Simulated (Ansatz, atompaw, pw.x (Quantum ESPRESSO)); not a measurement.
# pw.x on sc Sr: one setting changed

Potential: PAW, atompaw 4.2.0.5, PBE; core [Ar] 3d10, reference 4s2 4p6 4d0 5s2 5p0; waves: 4s (bound): rc 2.10 bohr; 5s (bound): rc 3.00 bohr; 4p (bound): rc 2.80 bohr; 5p (bound, empty): rc 2.60 bohr; 4d (bound, empty): rc 3.00 bohr; 4d channel at 1.45 Ry: rc 3.00 bohr; local part: bessel scheme, radius 2.30 bohr; core correction: smooth core density matched at 1.75 bohr; augmentation: sinc compensation charge, radius 2.80 bohr; PAW radius 3.00 bohr; waves and projectors: custom polynom2 7 10 vanderbiltortho.

The reference run (k-mesh 9³, cutoffs 55/550 Ry, Fermi–Dirac 0.01 Ry, mixing_beta 0.4, conv_thr 1e-9, no spin) gives 0.02 GPa at 58.379 Å³/atom, where all-electron LAPW gives -0.03 GPa. This run, with its own iteration cap, changes smearing to gauss.

```
&control
  calculation='scf', prefix='x', pseudo_dir='./', outdir='./tmp', tstress=.true., disk_io='none'
/
&system
  ibrav=0, nat=1, ntyp=1, ecutwfc=55, ecutrho=550, nbnd=12,
  occupations='smearing', smearing='gauss', degauss=0.01
/
&electrons
  conv_thr=1e-09, mixing_beta=0.4, electron_maxstep=50
/
ATOMIC_SPECIES
Sr 1.0 Sr.UPF
CELL_PARAMETERS angstrom
  3.87928973 0.00000000 0.00000000
  0.00000000 3.87928973 0.00000000
  0.00000000 0.00000000 3.87928973
ATOMIC_POSITIONS crystal
Sr 0.0000 0.0000 0.0000
K_POINTS automatic
9 9 9 0 0 0
```

```bash
pw.x < Sr.scf.in > Sr.scf.out
```

**Question.** How does the run end?

**Answer.** It converges in 9 iterations; the free energy moves by +37.1 meV/atom and the pressure by -0.13 GPa. Gaussian smearing of the same width is narrower in effect than Fermi–Dirac, so its quadratic term in F is smaller.

```
Message from routine setup:
     using ibrav=0 with symmetry is DISCOURAGED, use correct ibrav instead
     lattice parameter (alat)  =       7.3308  a.u.
     unit-cell volume          =     393.9610 (a.u.)^3
     number of electrons       =        10.00
     number of Kohn-Sham states=           12
     kinetic-energy cutoff     =      55.0000  Ry
     charge density cutoff     =     550.0000  Ry
     scf convergence threshold =      1.0E-09
     Exchange-correlation= SLA PW PBX PBC
     number of k points=    35  Gaussian smearing, width (Ry)=  0.0100
     iteration #  1     ecut=    55.00 Ry     beta= 0.40
     total energy              =    -260.22005019 Ry
     estimated scf accuracy    <       0.00385062 Ry
     iteration #  2     ecut=    55.00 Ry     beta= 0.40
     total energy              =    -260.22023395 Ry
     estimated scf accuracy    <       0.00134422 Ry
     iteration #  3     ecut=    55.00 Ry     beta= 0.40
     total energy              =    -260.22029239 Ry
     estimated scf accuracy    <       0.00001505 Ry
     [... 3 iterations left out ...]
     iteration #  7     ecut=    55.00 Ry     beta= 0.40
     total energy              =    -260.22030629 Ry
     estimated scf accuracy    <          7.1E-09 Ry
     iteration #  8     ecut=    55.00 Ry     beta= 0.40
     total energy              =    -260.22030629 Ry
     estimated scf accuracy    <          4.4E-09 Ry
     iteration #  9     ecut=    55.00 Ry     beta= 0.40
     the Fermi energy is     4.6069 ev
!    total energy              =    -260.22030629 Ry
     estimated scf accuracy    <          3.4E-11 Ry
     smearing contrib. (-TS)   =      -0.00115623 Ry
     convergence has been achieved in   9 iterations
          total   stress  (Ry/bohr**3)                   (kbar)     P=       -1.09
     Message from routine punch:
     Nothing written, as per user request (disk_io='none')
```

The run took about 44 s on one core of a shared server CPU.
